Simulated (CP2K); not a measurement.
# LiF (Griceite) (P1) in CP2K: convergence with cutoff ry

Aim: find how far cutoff ry must go before the results for LiF (Griceite) settle, at PBEsol. This setting moves, with any that are tied to it; all else stays.

All numbers are computed with CP2K 2026.2; they aren't measurements. Logs are shortened: lines on timing, memory, paths and dates and some standing lists are left out, and cuts for length are marked.

**1. The cell of the first run**

The typed cell holds 2 atoms: a = 2.848 Å, b = 2.848 Å, c = 2.848 Å, α = 60.00°, β = 60.00°, γ = 60.00°.

The cell isn't the ideal one: atoms moved at random, drawn with an rms of 0.02 Å.

**2. With cutoff ry 160 Ry**

lif_converge.inp

```
&GLOBAL
  PROJECT lif_converge
  RUN_TYPE ENERGY_FORCE
  PRINT_LEVEL LOW
&END GLOBAL
&FORCE_EVAL
  METHOD QS
  STRESS_TENSOR ANALYTICAL
  &DFT
    BASIS_SET_FILE_NAME BASIS_MOLOPT
    POTENTIAL_FILE_NAME GTH_POTENTIALS
    &MGRID
      CUTOFF 160
      REL_CUTOFF 60
      NGRIDS 5
    &END MGRID
    &QS
      METHOD GPW
      EPS_DEFAULT 1.0E-10
    &END QS
    &KPOINTS
      SCHEME MONKHORST-PACK 9 9 9
      GAMMA_CENTERED T
      SYMMETRY T
      SYMMETRY_BACKEND SPGLIB
    &END KPOINTS
    &SCF
      SCF_GUESS ATOMIC
      EPS_SCF 1.0E-6
      MAX_SCF 100
      ADDED_MOS 10
      CHOLESKY OFF
      EPS_EIGVAL 1.0E-7
      &DIAGONALIZATION ON
        ALGORITHM STANDARD
      &END DIAGONALIZATION
      &MIXING ON
        METHOD BROYDEN_MIXING
        ALPHA 0.4
        BETA 1.5
        NBUFFER 8
      &END MIXING
      &SMEAR ON
        METHOD FERMI_DIRAC
        ELECTRONIC_TEMPERATURE [K] 1160.452
      &END SMEAR
    &END SCF
    &XC
      &XC_FUNCTIONAL
        &GGA_X_PBE_SOL
        &END GGA_X_PBE_SOL
        &GGA_C_PBE_SOL
        &END GGA_C_PBE_SOL
      &END XC_FUNCTIONAL
    &END XC
    &PRINT
      &KPOINTS ON
      &END KPOINTS
      &MULLIKEN ON
      &END MULLIKEN
      &MO ON
        ENERGIES T
        OCCUPATION_NUMBERS T
        &EACH
          QS_SCF 0
        &END EACH
        ADD_LAST NUMERIC
      &END MO
    &END PRINT
  &END DFT
  &SUBSYS
    &CELL
      A 2.8482261146 0.0000000000 0.0000000000
      B 1.4241130573 2.4666361710 0.0000000000
      C 1.4241130573 0.8222120570 2.3255668843
      PERIODIC XYZ
    &END CELL
    &COORD
      SCALED
      F   0.4975910000 0.5053990000 0.4962080000
      Li  0.0059240000 0.0041370000 -0.0062510000
    &END COORD
    &KIND F
      BASIS_SET DZVP-MOLOPT-SR-GTH-q7
      POTENTIAL GTH-PBE-q7
    &END KIND
    &KIND Li
      BASIS_SET DZVP-MOLOPT-SR-GTH-q3
      POTENTIAL GTH-PBE-q3
    &END KIND
    &PRINT
      &ATOMIC_COORDINATES ON
      &END ATOMIC_COORDINATES
      &CELL ON
      &END CELL
    &END PRINT
  &END SUBSYS
  &PRINT
    &FORCES ON
    &END FORCES
    &STRESS_TENSOR ON
    &END STRESS_TENSOR
  &END PRINT
&END FORCE_EVAL
```

Potentials or basis: GTH_POTENTIALS F GTH-PBE-q7, Li GTH-PBE-q3; DZVP-MOLOPT-SR-GTH basis.

Command:

```bash
$ OMP_NUM_THREADS=1 cp2k.psmp -i lif_converge.inp -o lif_converge.out
```

Run time: 53 s. Hardware: 1 thread of Intel Xeon Platinum 8488C (Sapphire Rapids), shared host; peak memory 0.27 GiB.

Results:

- Free energy: -863.1441 eV
- Pressure: 1.8 GPa
- Band gap on the k mesh: 8.85 eV, direct
- Mulliken charges: F -0.66; Li +0.66 e

**3. With cutoff ry 240 Ry**

Changes to lif_converge.inp since step 2:

```diff
@@ -12,3 +12,3 @@
     &MGRID
-      CUTOFF 160
+      CUTOFF 240
       REL_CUTOFF 60
```

Potentials or basis: GTH_POTENTIALS F GTH-PBE-q7, Li GTH-PBE-q3; DZVP-MOLOPT-SR-GTH basis.

Command:

```bash
$ OMP_NUM_THREADS=1 cp2k.psmp -i lif_converge.inp -o lif_converge.out
```

Wall time 50 s (1 thread of Intel Xeon Platinum 8488C (Sapphire Rapids), shared host); peak memory 0.27 GiB.

Results:

* Free energy: -863.1512 eV
* Pressure: 1.6 GPa
* Band gap on the k mesh: 8.85 eV, direct
* Mulliken charges: F -0.66; Li +0.66 e

**4. With cutoff ry 340 Ry**

Changes to lif_converge.inp since step 3:

```diff
@@ -12,3 +12,3 @@
     &MGRID
-      CUTOFF 240
+      CUTOFF 340
       REL_CUTOFF 60
```

Command:

```bash
$ OMP_NUM_THREADS=1 cp2k.psmp -i lif_converge.inp -o lif_converge.out
```

Run time: 59 s. Hardware: 1 thread of Intel Xeon Platinum 8488C (Sapphire Rapids), shared host; peak memory 0.28 GiB.

What came out:

```yaml
Free_energy: -863.0897 eV
Pressure: 0.0 GPa
Band_gap_on_the_k_mesh: 8.86 eV, direct
Mulliken_charges: F -0.67; Li +0.67 e
```

**5. With cutoff ry 440 Ry**

Changes to lif_converge.inp since step 4:

```diff
@@ -12,3 +12,3 @@
     &MGRID
-      CUTOFF 340
+      CUTOFF 440
       REL_CUTOFF 60
```

Command:

```bash
$ OMP_NUM_THREADS=1 cp2k.psmp -i lif_converge.inp -o lif_converge.out
```

Wall time 50 s (1 thread of Intel Xeon Platinum 8488C (Sapphire Rapids), shared host); peak memory 0.28 GiB.

Results:

* Free energy: -863.0901 eV
* Pressure: -0.1 GPa
* Band gap on the k mesh: 8.86 eV, direct
* Mulliken charges: F -0.67; Li +0.67 e

**6. With cutoff ry 560 Ry**

Changes to lif_converge.inp since step 5:

```diff
@@ -12,3 +12,3 @@
     &MGRID
-      CUTOFF 440
+      CUTOFF 560
       REL_CUTOFF 60
```

Potentials or basis: GTH_POTENTIALS F GTH-PBE-q7, Li GTH-PBE-q3; DZVP-MOLOPT-SR-GTH basis.

Command:

```bash
$ OMP_NUM_THREADS=1 cp2k.psmp -i lif_converge.inp -o lif_converge.out
```

Wall time 56 s (1 thread of Intel Xeon Platinum 8488C (Sapphire Rapids), shared host); peak memory 0.31 GiB.

What came out:

| Quantity | Value |
| --- | --- |
| Free energy | -863.0860 eV |
| Pressure | -0.1 GPa |
| Largest force | 0.065 eV/Å |
| Band gap on the k mesh | 8.86 eV, direct |
| Mulliken charges | F -0.67; Li +0.67 e |

**7. With cutoff ry 680 Ry**

Changes to lif_converge.inp since step 6:

```diff
@@ -12,3 +12,3 @@
     &MGRID
-      CUTOFF 560
+      CUTOFF 680
       REL_CUTOFF 60
```

Command:

```bash
$ OMP_NUM_THREADS=1 cp2k.psmp -i lif_converge.inp -o lif_converge.out
```

It took 52 s on 1 thread of Intel Xeon Platinum 8488C (Sapphire Rapids), shared host; peak memory 0.31 GiB.

What came out:

```
Free energy            : -863.0860 eV
Pressure               : -0.1 GPa
Largest force          : 0.065 eV/Å
Band gap on the k mesh : 8.86 eV, direct
Mulliken charges       : F -0.67; Li +0.67 e
```

**8. With cutoff ry 800 Ry**

Changes to lif_converge.inp since step 7:

```diff
@@ -12,3 +12,3 @@
     &MGRID
-      CUTOFF 680
+      CUTOFF 800
       REL_CUTOFF 60
```

Command:

```bash
$ OMP_NUM_THREADS=1 cp2k.psmp -i lif_converge.inp -o lif_converge.out
```

Wall time 59 s (1 thread of Intel Xeon Platinum 8488C (Sapphire Rapids), shared host); peak memory 0.35 GiB.

Results (log left out):

| Item | Value |
| --- | --- |
| Free energy | -863.0869 eV |
| Pressure | -0.1 GPa |
| Largest force | 0.055 eV/Å |
| Band gap on the k mesh | 8.86 eV, direct |
| Mulliken charges | F -0.67; Li +0.67 e |

**9. With cutoff ry 1000 Ry**

Changes to lif_converge.inp since step 8:

```diff
@@ -12,3 +12,3 @@
     &MGRID
-      CUTOFF 800
+      CUTOFF 1000
       REL_CUTOFF 60
```

Potentials or basis: GTH_POTENTIALS F GTH-PBE-q7, Li GTH-PBE-q3; DZVP-MOLOPT-SR-GTH basis.

Command:

```bash
$ OMP_NUM_THREADS=1 cp2k.psmp -i lif_converge.inp -o lif_converge.out
```

Wall time 77 s (1 thread of Intel Xeon Platinum 8488C (Sapphire Rapids), shared host); peak memory 0.38 GiB.

Results (log left out):

- Free energy: -863.0867 eV
- Pressure: -0.1 GPa
- Largest force: 0.039 eV/Å
- Band gap on the k mesh: 8.86 eV, direct
- Mulliken charges: F -0.67; Li +0.67 e

**10. With cutoff ry 1280 Ry**

Changes to lif_converge.inp since step 9:

```diff
@@ -12,3 +12,3 @@
     &MGRID
-      CUTOFF 1000
+      CUTOFF 1280
       REL_CUTOFF 60
```

Potentials or basis: GTH_POTENTIALS F GTH-PBE-q7, Li GTH-PBE-q3; DZVP-MOLOPT-SR-GTH basis.

Command:

```bash
$ OMP_NUM_THREADS=1 cp2k.psmp -i lif_converge.inp -o lif_converge.out
```

lif_converge.out:

```text

 CP2K| version string:                                       CP2K version 2026.2
 CP2K| Input file name                                          lif_converge.inp

 GLOBAL| Force Environment number                                              1
 GLOBAL| Basis set file name                                        BASIS_MOLOPT
 GLOBAL| Potential file name                                      GTH_POTENTIALS
 GLOBAL| MM Potential file name                                     MM_POTENTIAL
 GLOBAL| Coordinate file name                                      __STD_INPUT__
 GLOBAL| Method name                                                        CP2K
 GLOBAL| Project name                                               lif_converge
 GLOBAL| Run type                                                   ENERGY_FORCE
 GLOBAL| FFT library                                                       FFTW3
[... 6 lines left out ...]
 GLOBAL| Total number of message passing processes                             1
 GLOBAL| Number of threads for this process                                    1
 GLOBAL| CPU model name                          Intel(R) Xeon(R) Platinum 8488C

 CELL| Volume [angstrom^3]:                                            16.338357
 CELL| Vector a [angstrom]:       2.848     0.000     0.000   |a| =     2.848226
 CELL| Vector b [angstrom]:       1.424     2.467     0.000   |b| =     2.848226
 CELL| Vector c [angstrom]:       1.424     0.822     2.326   |c| =     2.848226
 CELL| Angle (b,c), alpha [degree]:                                    60.000000
 CELL| Angle (a,c), beta  [degree]:                                    60.000000
 CELL| Angle (a,b), gamma [degree]:                                    60.000000
 CELL| Numerically orthorhombic:                                              NO
 CELL| Periodicity                                                           XYZ

 CELL_REF| Volume [angstrom^3]:                                        16.338357
 CELL_REF| Vector a [angstrom     2.848     0.000     0.000   |a| =     2.848226
 CELL_REF| Vector b [angstrom     1.424     2.467     0.000   |b| =     2.848226
 CELL_REF| Vector c [angstrom     1.424     0.822     2.326   |c| =     2.848226
 CELL_REF| Angle (b,c), alpha [degree]:                                60.000000
 CELL_REF| Angle (a,c), beta  [degree]:                                60.000000
 CELL_REF| Angle (a,b), gamma [degree]:                                60.000000
 CELL_REF| Numerically orthorhombic:                                          NO
 CELL_REF| Periodicity                                                       XYZ
[... 10 lines left out ...]

  Total number of            - Atomic kinds:                                   2
                             - Atoms:                                          2
                             - Shell sets:                                     2
                             - Shells:                                         9
                             - Primitive Cartesian functions:                 10
                             - Cartesian basis functions:                     20
                             - Spherical basis functions:                     19

[... 245 lines left out ...]
 MO|      3              -0.124926              -3.399404               2.000000
 MO|      4              -0.058488              -1.591540               2.000000
 MO|      5              -0.050949              -1.386392               2.000000
 MO|      6               0.530737              14.442088               0.000000
 MO|      7               0.657195              17.883186               0.000000
 MO|      8               0.704868              19.180424               0.000000
 MO|      9               0.755932              20.569951               0.000000
 MO|     10               1.703699              46.360005               0.000000
 MO|     11               1.720532              46.818052               0.000000
 MO|     12               1.860735              50.633166               0.000000
 MO|     13               1.884135              51.269914               0.000000
 MO|     14               2.135773              58.117329               0.000000
 MO|     15               2.154080              58.615491               0.000000
 MO| Sum:                                                              10.000000
 MO| E(Fermi):            0.085379 a.u.          2.323282 eV
 MO| Band gap:            0.581686 a.u.         15.828480 eV

 MO| EIGENVALUES AND OCCUPATION NUMBERS FOR K POINT 7
 MO|
 MO|  Index      Eigenvalue [a.u.]        Eigenvalue [eV]             Occupation
 MO|      1              -1.491431             -40.583894               2.000000
 MO|      2              -0.724407             -19.712104               2.000000
 MO|      3              -0.111839              -3.043293               2.000000
 MO|      4              -0.068382              -1.860756               2.000000
 MO|      5              -0.044143              -1.201179               2.000000
 MO|      6               0.519421              14.134173               0.000000
 MO|      7               0.606160              16.494464               0.000000
 MO|      8               0.699523              19.034991               0.000000
 MO|      9               0.761171              20.712510               0.000000
 MO|     10               1.569708              42.713914               0.000000
 MO|     11               1.593427              43.359356               0.000000
 MO|     12               1.846051              50.233599               0.000000
 MO|     13               2.086041              56.764069               0.000000
[... 137 lines left out ...]
 MO|      4              -0.053135              -1.445867               2.000000
 MO|      5              -0.046942              -1.277358               2.000000
 MO|      6               0.487260              13.259013               0.000000
 MO|      7               0.704674              19.175154               0.000000
 MO|      8               0.730721              19.883934               0.000000
 MO|      9               0.766119              20.847145               0.000000
 MO|     10               1.487469              40.476098               0.000000
 MO|     11               1.679672              45.706213               0.000000
 MO|     12               1.799025              48.953950               0.000000
 MO|     13               1.961318              53.370190               0.000000
 MO|     14               2.147832              58.445481               0.000000
 MO|     15               2.148542              58.464794               0.000000
 MO| Sum:                                                              10.000000
 MO| E(Fermi):            0.085379 a.u.          2.323282 eV

 [... the levels of further k-points ...]

 !-----------------------------------------------------------------------------!
                     Mulliken Population Analysis

 #  Atom  Element  Kind  Atomic population                           Net charge
       1     F        1          7.665181                             -0.665181
       2     Li       2          2.334819                              0.665181
 # Total charge                             10.000000                  0.000000

 !-----------------------------------------------------------------------------!

 ENERGY| Total FORCE_EVAL ( QS ) energy [hartree]            -31.717854055179266

 FORCES| Atomic forces [hartree/bohr]
 FORCES|   Atom     x               y               z               |f|
 FORCES|      1  6.69127677E-04 -2.30219230E-04 -1.55486858E-04   7.24505973E-04
 FORCES|      2 -6.44755732E-04  1.79079211E-04  1.99991182E-04   6.98409472E-04
 FORCES| Sum     2.43719453E-05 -5.11400190E-05  4.45043239E-05
 FORCES| Total atomic force                                       7.20411556E-05

 STRESS| Analytical stress tensor [bar]
 STRESS|                        x                   y                   z
 STRESS|      x       -6.56210098124E+02   4.99395646750E+01  -2.63585863341E+01
 STRESS|      y        4.99395646750E+01  -7.48812016571E+02  -9.59490848191E+01
 STRESS|      z       -2.63585863341E+01  -9.59490848191E+01  -6.78947591013E+02
 STRESS| 1/3 Trace                                            -6.94656568569E+02
 STRESS| Determinant                                          -3.25112568328E+08

 STRESS| Eigenvectors and eigenvalues of the analytical stress tensor [bar]
 STRESS|                        1                   2                   3
 STRESS| Eigenvalues  -8.20364711328E+02  -6.85392766933E+02  -5.78212227447E+02
 STRESS|      x          -0.167094409451      0.815256669467      0.554469134597
 STRESS|      y           0.830066969618     -0.187150259370      0.525322383272
 STRESS|      z           0.532041618935      0.548024947706     -0.645445871017
```

It took 67 s on 1 thread of Intel Xeon Platinum 8488C (Sapphire Rapids), shared host; peak memory 0.42 GiB.

Results:

* Free energy: -863.0867 eV
* Pressure: -0.1 GPa
* Largest force: 0.037 eV/Å
* Band gap on the k mesh: 8.86 eV, direct
* Mulliken charges: F -0.67; Li +0.67 e

**11. Summary**

| cutoff ry | energy less the tightest run, at zero smearing (meV/atom) | pressure (GPa) | gap on the mesh (eV) | SCF cycles | CPU time (s) | peak memory (GiB) |
| --- | --- | --- | --- | --- | --- | --- |
| 160 Ry | -28.71 | 1.79 | 8.851 | 12 | 53 | 0.27 |
| 240 Ry | -32.25 | 1.65 | 8.846 | 12 | 50 | 0.27 |
| 340 Ry | -1.48 | -0.01 | 8.856 | 12 | 59 | 0.28 |
| 440 Ry | -1.71 | -0.06 | 8.856 | 12 | 50 | 0.28 |
| 560 Ry | 0.34 | -0.07 | 8.855 | 12 | 56 | 0.31 |
| 680 Ry | 0.34 | -0.07 | 8.855 | 12 | 52 | 0.31 |
| 800 Ry | -0.09 | -0.06 | 8.856 | 12 | 58 | 0.35 |
| 1000 Ry | -0.01 | -0.07 | 8.856 | 12 | 77 | 0.38 |
| 1280 Ry | 0.00 | -0.07 | 8.856 | 12 | 66 | 0.42 |

Against the tightest run, the energy stays within 1 meV/atom from 560 Ry on; the pressure stays within 0.1 GPa from 340 Ry on; the gap on the mesh stays within 0.01 eV from 160 Ry on. The tightest run that finished is the yardstick and may itself not be fully converged.

Caveats: the potentials were made for another functional, which shifts forces and pressure; an odd mesh through Γ misses points on the zone boundary, where band edges often lie; the basis of atomic orbitals isn't converged, which shifts pressures, moduli and gaps.
